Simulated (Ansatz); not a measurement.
# As (R-3m) in Ansatz: equation of state

How stiff is As in PBEsol, and what volume does it want? The cell is scaled to several volumes.

Everything below comes from runs of Ansatz 0.2.0. Logs are shortened: lines on timing, memory, paths and dates and some standing lists are left out, and cuts for length are marked.

### Step 1. The structure

Symmetry: R-3m, No. 166, trigonal system. The conventional cell has a = 3.762 Å, b = 3.762 Å, c = 10.542 Å, α = 90.00°, β = 90.00°, γ = 120.00°. Around As (site symmetry 3m) lie 3 As at 2.51 Å.

### Step 2. Equation of state, PBEsol

Potentials or basis: all-electron LAPW, scalar-relativistic.

No new run: the results of the series are fitted here.

What came out:

* Equilibrium volume: 21.61 Å³/atom
* Bulk modulus at fixed shape and positions: 77 GPa
* Pressure derivative of the bulk modulus: 4.2

Energy against volume, from the lowest point:
```
volume (Å³/atom)  energy (meV/atom)
          20.239              23.17
          20.669              10.47
          21.100               2.91
          21.530               0.00
          21.961               1.28
          22.392               6.35
          22.822              14.82
```

Caveat: the cell was scaled at fixed shape and fractional positions, which overstates the stiffness of a crystal with free parameters, most of all of layers and chains.
